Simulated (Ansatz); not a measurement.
# Calculated ³³S NMR of the central transition for SnS

Cell: an entry of the Crystallography Open Database (COD), its atoms then relaxed with PBE in this cell.

Space group Pnma (No. 62); a = 11.3200, b = 4.0500, c = 4.2420 Å.

```
site  Wyckoff  site symmetry       x       y       z
  Sn       4c            .m.  0.1204  0.2500  0.1080
   S       4c            .m.  0.8517  0.2500  0.4769
```

One atom of each set is listed.

Computed with Ansatz: DFT, PBE, plane waves and PAW, with spin–orbit coupling, 420 eV cutoff, Γ-centred 4×11×10 k-points, Fermi–Dirac smearing 0.02 eV.

³³S has I = 3/2 and Q = -69.40 mb (Pyykkö 2018); at 21.1 T its Larmor frequency is ν₀ = 69.0 MHz. Only the quadrupole interaction is simulated: positions count from each site's isotropic chemical shift, and J coupling is left out, as are shift anisotropy and dipolar coupling, which fast spinning averages.

Simulated pattern of one S site (fast magic-angle spinning, Gaussian broadening 0.8 kHz):

```csv
offset (kHz),height
-21.98,0
-21.32,1
-20.66,5
-20.00,6
-19.33,6
-18.67,6
-18.01,6
-17.35,6
-16.68,6
-16.02,7
-15.36,7
-14.70,7
-14.03,15
-13.37,56
-12.71,80
-12.05,61
-11.38,49
-10.72,44
-10.06,42
-9.40,41
-8.73,40
-8.07,40
-7.41,41
-6.75,43
-6.08,46
-5.42,50
-4.76,59
-4.10,79
-3.43,100
-2.77,60
-2.11,9
-1.45,0
```

**Question.** Which |C_Q| and η does the pattern imply?

**Answer.** The pattern spans 18.5 kHz before broadening and its centre of gravity is at -8.45 kHz, which fixes P_Q; the places of the horns and steps fix η. That gives P_Q = 4.83 MHz, |C_Q| = 4.83 MHz and η = 0.08. The sign of C_Q can't be read from the pattern.
